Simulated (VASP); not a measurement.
Input of a VASP 6.6.1 run:

The input INCAR:

```
SYSTEM = Ru
PREC = Accurate ; ENCUT = 520
EDIFF = 1E-6 ; ISMEAR = 1
SIGMA = 0.1 ; LREAL = .False.
LASPH = .True. ; NELM = 80
ALGO = Normal ; ISIF = 2
LWAVE = .False. ; LCHARG = .False.
GGA = CA ; ICORELEVEL = 1
```

The input KPOINTS:

```
Automatic mesh
0
Gamma
  14 9 23
  0 0 0
```

POSCAR

```
Ru
1.0
    2.6745381300      0.0000000000      0.0000000000
    0.0000000000      4.2350900000      0.0000000000
    1.3372689400      0.0000000000      2.3162178900
Ru
2
Direct
    0.3333330000      0.7500000000      0.3333330000
    0.6666670000      0.2500000000      0.6666670000
```

Potentials or basis: VASP PAW LDA potentials, release 64 (Ru_pv).

Launch:

```sh
$ cat potpaw_LDA.64/Ru_pv/POTCAR > POTCAR
$ mpirun -np 1 vasp_std > vasp.out
```

(1) Predict the pressure.

(2) Predict the band gap on the k mesh.

Results:

(1) 0.0 GPa.

(2) none (metal or under the smearing width).
